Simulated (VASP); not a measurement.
# Zr (Im-3m) in VASP: further runs

Aim: see how the results for Zr move with the level of theory and the settings. Levels: revPBE, BLYP, PBE. Tasks: relaxation of cell and atoms.

All numbers are computed with VASP 6.6.1; they aren't measurements. Logs are shortened: lines on timing, memory, paths and dates and some standing lists are left out, and cuts for length are marked.

### Step 1. The structure

The structure is cubic, space group Im-3m (No. 229). Conventional cell: a = 3.620 Å, b = 3.620 Å, c = 3.620 Å, α = 90.00°, β = 90.00°, γ = 90.00°. Zr (site symmetry m-3m) has 8 Zr at 3.14 Å as nearest neighbours.

This isn't the form of Zr at room conditions, which is hcp.

### Step 2. Relaxation of cell and atoms, revPBE

File INCAR:

```
SYSTEM = Zr
PREC     = Accurate       ! precision mode
ENCUT    = 600            ! plane-wave cutoff, eV
EDIFF    = 1E-7           ! SCF threshold, eV
ISMEAR   = -1             ! smearing method
SIGMA    = 0.05           ! smearing width, eV
LREAL    = .False.        ! projectors in reciprocal space
LASPH    = .True.         ! aspherical terms in the spheres
NELM     = 60             ! most SCF steps
ALGO     = Fast           ! electronic algorithm
ISIF     = 3              ! what is computed and relaxed
LWAVE    = .False.        ! write WAVECAR
LCHARG   = .False.        ! write CHGCAR
GGA      = RE             ! functional
IBRION   = 2              ! ionic algorithm
NSW      = 60             ! ionic steps
EDIFFG   = -0.02          ! ionic threshold
```

File KPOINTS:

```
regular mesh
0
Gamma
  10 10 10
  0 0 0
```

File POSCAR:

```
Zr
1.0
   -1.8100000000      1.8100000000      1.8100000000
    1.8100000000     -1.8100000000      1.8100000000
    1.8100000000      1.8100000000     -1.8100000000
Zr
1
Direct
    0.0000000000      0.0000000000      0.0000000000
```

Potentials or basis: VASP PAW PBE potentials, release 64 (Zr_sv).

Run with:

```
$ cat potpaw_PBE.64/Zr_sv/POTCAR > POTCAR
$ mpirun -np 1 vasp_std > vasp.out
```

OUTCAR:

```text
SYSTEM = Zr
   PREC = Accurate
   ENCUT = 600
   EDIFF = 1E-7
   ISMEAR = -1
   LREAL = .False.
   LASPH = .True.
   NELM = 60
   ISIF = 3
   GGA = RE
   IBRION = 2
   NSW = 60
   EDIFFG = -0.02

 ion  position               nearest neighbor table
   1  0.000  0.000  0.000-

  LATTYP: Found a body centered cubic cell.
 ALAT       =     3.6200000000

  Lattice vectors:

 A1 = (  -1.8100000000,   1.8100000000,   1.8100000000)
 A2 = (   1.8100000000,  -1.8100000000,   1.8100000000)
 A3 = (   1.8100000000,   1.8100000000,  -1.8100000000)

Analysis of symmetry for initial positions (statically):
=====================================================================
 Subroutine PRICEL returns:
 Original cell was already a primitive cell.

 Routine SETGRP: Setting up the symmetry group for a
 body centered cubic supercell.

 Subroutine GETGRP returns: Found 48 space group operations
 (whereof 48 operations were pure point group operations)
 out of a pool of 48 trial point group operations.

The static configuration has the point symmetry O_h .

Analysis of symmetry for dynamics (positions and initial velocities):
=====================================================================
 Subroutine PRICEL returns:
 Original cell was already a primitive cell.

 Routine SETGRP: Setting up the symmetry group for a
 body centered cubic supercell.

 Subroutine GETGRP returns: Found 48 space group operations
 (whereof 48 operations were pure point group operations)
 out of a pool of 48 trial point group operations.

The dynamic configuration has the point symmetry O_h .

 Subroutine INISYM returns: Found 48 space group operations
 (whereof 48 operations are pure point group operations),
 and found     1 'primitive' translations

----------------------------------------------------------------------------------------

                                     Primitive cell

  volume of cell :      23.7190

  direct lattice vectors                    reciprocal lattice vectors
    -1.810000000  1.810000000  1.810000000     0.000000000  0.276243094  0.276243094
     1.810000000 -1.810000000  1.810000000     0.276243094  0.000000000  0.276243094
     1.810000000  1.810000000 -1.810000000     0.276243094  0.276243094  0.000000000

  length of vectors
     3.135011962  3.135011962  3.135011962     0.390666730  0.390666730  0.390666730

  position of ions in fractional coordinates (direct lattice)
     0.000000000  0.000000000  0.000000000

  ion indices of the primitive-cell ions
   primitive index   ion index
                 1           1

----------------------------------------------------------------------------------------

 KPOINTS: regular mesh

Automatic generation of k-mesh.
 Grid dimensions read from file:
 generate k-points for:   10   10   10

 Generating k-lattice:

  Cartesian coordinates                     Fractional coordinates (reciprocal lattice)
     0.000000000  0.027624309  0.027624309     0.100000000  0.000000000  0.000000000
     0.027624309  0.000000000  0.027624309     0.000000000  0.100000000  0.000000000
     0.027624309  0.027624309  0.000000000     0.000000000  0.000000000  0.100000000

  Length of vectors
     0.039066673  0.039066673  0.039066673

  Shift w.r.t. Gamma in fractional coordinates (k-lattice)
     0.000000000  0.000000000  0.000000000

 Subroutine IBZKPT returns following result:
 ===========================================

 Found     47 irreducible k-points:

 Following reciprocal coordinates:
            Coordinates               Weight
  0.000000  0.000000  0.000000      1.000000
  0.100000  0.000000  0.000000     12.000000
  0.200000  0.000000  0.000000     12.000000
  0.300000  0.000000  0.000000     12.000000
  0.400000  0.000000  0.000000     12.000000
  0.500000  0.000000  0.000000      6.000000
[... 16 lines left out ...]
  0.300000  0.300000  0.100000      8.000000
 -0.300000  0.300000  0.100000     24.000000
 [... further k-points ...]
   k-points           NKPTS =     47   k-points in BZ     NKDIM =     47   number of bands    NBANDS=     10
   number of dos      NEDOS =    301   number of ions     NIONS =      1
   total plane-waves  NPLWV =  21952
   dimension x,y,z NGX =    28 NGY =   28 NGZ =   28
   dimension x,y,z NGXF=    56 NGYF=   56 NGZF=   56
   ions per type =               1
   NGX,Y,Z   is equivalent  to a cutoff of  14.85, 14.85, 14.85 a.u.
   NGXF,Y,Z  is equivalent  to a cutoff of  29.70, 29.70, 29.70 a.u.
 SYSTEM =  Zr
   PREC   = accura    normal or accurate (medium, high low for compatibility)
   ISTART =      0    job   : 0-new  1-cont  2-samecut
   ICHARG =      2    charge: 1-file 2-atom 10-const
   ISPIN  =      1    spin polarized calculation?
   LNONCOLLINEAR =      F non collinear calculations
   LSORBIT =      F    spin-orbit coupling
   LASPH  =      T    aspherical Exc in radial PAW
   ENCUT  =  600.0 eV  44.10 Ry    6.64 a.u.   6.26  6.26  6.26*2*pi/ulx,y,z
   NELM   =     60;   NELMIN=  2; NELMDL= -5     # of ELM steps
   EDIFF  = 0.1E-06   stopping-criterion for ELM
   LREAL  =      F    real-space projection
   EDIFFG = -.2E-01   stopping-criterion for IOM
   NSW    =     60    number of steps for IOM
   IBRION =      2    ionic relax: 0-MD 1-quasi-New 2-CG
   NFREE  =      1    steps in history (QN), initial steepest desc. (CG)
   ISIF   =      3    stress and relaxation
   ISYM   =      2    0-nonsym 1-usesym 2-fastsym
   POTIM  = 0.5000    time-step for ionic-motion
   TEBEG  =    0.0;   TEEND  =   0.0 temperature during run
   PSTRESS=    0.0 pullay stress
   NELECT =      12.0000    total number of electrons
   NUPDOWN=      -1.0000    fix difference up-down
   EMIN   =  10.00;   EMAX   =-10.00  energy-range for DOS
   EFERMI =   0.00;   METHOD = LEGACY
   ISMEAR =    -1;   SIGMA  =   0.05  broadening in eV -4-tet -1-fermi 0-gaus
   EFERMI_NEDOS =   21; number of points for ismear=-14 and -15
   IALGO  =     68    algorithm
   IMIX   =      4    mixing-type and parameters
     AMIX     =   0.40;   BMIX     =  1.00
     AMIX_MAG =   1.60;   BMIX_MAG =  1.00
  volume/ion in A,a.u.               =      23.72       160.06
  Fermi-wavevector in a.u.,A,eV,Ry     =   1.304478  2.465105 23.152520  1.701662
  Thomas-Fermi vector in A             =   2.435411
   LORBIT       =      0    0 simple, 1 ext, 2 COOP (PROOUT), +10 PAW based schemes
   GGA     = RE    functional components
   LHFCALC =     F    Hartree Fock is set to
   AEXX    =    0.0000 exact exchange contribution
   IVDW    =     0    specifies the selected vdW correction
   LEPSILON=     F    determine dielectric tensor
   LRPA    =     F    only Hartree local field effects (RPA)
 conjugate gradient relaxation of ions
 non-spin polarized calculation
 RMM-DIIS sequential band-by-band and
  energy-cutoff  :      600.00
  volume of cell :       23.72
 maximum number of plane-waves:       802
 NGX is ok and might be reduce to    28
   NGX = 13   NGY = 13   NGZ = 13

--------------------------------------- Ionic step        1  -------------------------------------------

 number of electron      12.0000000 magnetization

 Free energy of the ion-electron system (eV)
  ---------------------------------------------------
  ext. energy  EPLUGINS =         0.00000000
  ---------------------------------------------------
  free energy    TOTEN  =        -8.06417213 eV

  energy without entropy =       -8.04722567  energy(sigma->0) =       -8.05569890

------------------------ aborting loop because EDIFF is reached ----------------------------------------

  FORCE on cell =-STRESS in cart. coord.  units (eV):
  Direction    XX          YY          ZZ          XY          YZ          ZX
  --------------------------------------------------------------------------------------
  -------------------------------------------------------------------------------------
  Total       -0.2262207     -0.2262207     -0.2262207      0.0000000      0.0000000     -0.0000000
  in kB      -15.2808392    -15.2808392    -15.2808392      0.0000000      0.0000000     -0.0000000
  external PRESSURE =     -15.2808392 kB  Pullay stress =       0.0000000 kB
[... 90 lines left out ...]
  energy  without entropy=       -8.0841935267  energy(sigma->0) =       -8.09195227

--------------------------------------- Ionic step        4  -------------------------------------------

 number of electron      12.0000000 magnetization

 Free energy of the ion-electron system (eV)
  ---------------------------------------------------
  ext. energy  EPLUGINS =         0.00000000
  ---------------------------------------------------
  free energy    TOTEN  =        -8.10027842 eV

  energy without entropy =       -8.08436905  energy(sigma->0) =       -8.09232373

 E-fermi :   8.8486     XC(G=0): -11.0339

 val. band max:        8.8118305352   @ k =   0.2000   0.2000   0.0000
 cond. band min:       8.8907276494   @ k =   0.2000   0.1000   0.0000
 fundamental gap:      0.0788971142
 Fermi energy:         8.8485838047

 k-point     1 :       0.0000    0.0000    0.0000
  band No.  band energies     occupation
      1     -39.7002      2.00000
      2     -17.2126      2.00000
      3     -17.2126      2.00000
      4     -17.2126      2.00000
      5       3.4343      2.00000
      6       9.9389      0.00000
      7       9.9389      0.00000
      8       9.9389      0.00000
      9      12.4091      0.00000
     10      12.4091      0.00000
[... 287 lines left out ...]
 k-point    24 :      -0.3000    0.3000    0.1000
  band No.  band energies     occupation
      1     -39.5893      2.00000
      2     -17.8481      2.00000
      3     -17.4496      2.00000
      4     -17.2894      2.00000
      5       5.9097      2.00000
      6       8.9804      0.13378
      7       8.9868      0.11857
      8      11.3042      0.00000
      9      12.5416      0.00000
     10      13.1722      0.00000

 [... further k-points ...]
[... 5 lines left out ...]
  --------------------------------------------------------------------------------------
  -------------------------------------------------------------------------------------
  Total       -0.0135398     -0.0135398     -0.0135398      0.0000000     -0.0000000      0.0000000
  in kB       -0.9341907     -0.9341907     -0.9341907      0.0000000     -0.0000000      0.0000000
  external PRESSURE =      -0.9341907 kB  Pullay stress =       0.0000000 kB
[... 16 lines left out ...]
  FREE ENERGIE OF THE ION-ELECTRON SYSTEM (eV)
  ---------------------------------------------------
  free  energy   TOTEN  =        -8.1002784188 eV

  energy  without entropy=       -8.0843690470  energy(sigma->0) =       -8.09232373

 reached required accuracy - stopping structural energy minimisation
```

Wall time 60 s (1 thread of Intel Xeon Platinum 8488C (Sapphire Rapids), shared host); peak memory 0.17 GiB.

What came out:

| Quantity | Value |
| --- | --- |
| Free energy | -8.1003 eV |
| Relaxed volume | 23.22 Å³/atom |
| Relaxed cell | a = 3.113 Å, b = 3.113 Å, c = 3.113 Å, α = 109.47°, β = 109.47°, γ = 109.47° |
| Space group after relaxing (to 0.05 Å) | Im-3m (No. 229) |
| Energy gained by relaxing | 36.1 meV/atom |
| Ionic steps | 4 |
| Pressure after relaxing | -0.1 GPa |
| Band gap on the k mesh | none (metal or under the smearing width) |

Step by step:
```csv
step,energy change (eV),largest force (eV/Å),pressure (GPa),volume (Å³)
1,0.0000,0.0000,-1.53,23.72
2,-0.0355,0.0000,0.87,22.95
3,-0.0355,0.0000,0.82,22.97
4,-0.0361,0.0000,-0.09,23.22
```

Final structure:
```
Zr
1.0
    -1.79725    1.79725    1.79725
     1.79725   -1.79725    1.79725
     1.79725    1.79725   -1.79725
Zr
1
Direct
  0.00000 0.00000 0.00000
```

Caveat: the PAW data sets were made with another functional, which shifts forces and pressure a little.

[end of part 1 of 2]
